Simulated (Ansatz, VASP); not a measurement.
Two plane-wave programs on Mg

```xyz
2
Lattice="3.2101 0.0000 0.0000 -1.6050 2.7800 0.0000 0.0000 0.0000 5.1379" Properties=species:S:1:pos:R:3 pbc="T T T"
Mg    0.0000    1.8533    1.2845
Mg    1.6050    0.9267    3.8534
```

Alike in both runs: functional PBE; k mesh 15 × 15 × 8; occupations gaussian, width 0.1 eV; no spin polarisation.

Ansatz relaxed the structure, and its values are those at the end. VASP's run is a single point on that final structure, the one shown.

|  | VASP | Ansatz |
| --- | --- | --- |
| version | VASP 6.6.1 | Ansatz 0.2.0 |
| potentials or method | VASP PAW PBE potentials, release 64 (Mg) | scalar-relativistic, plane waves, PAW |
| plane-wave cutoff (eV) | 520 | 420 |
| valence electrons in the cell | 4 | 20 |

|  | VASP | Ansatz | Ansatz less VASP |
| --- | --- | --- | --- |
| gap on the k mesh at the Fermi level (eV) | none | none | - |
| pressure (GPa) | -0.1 | 0.0 | +0.13 |

A gap of «none» marks a metal or a gap that the smearing closes. The two sets of potentials don't hold the same shells in valence.
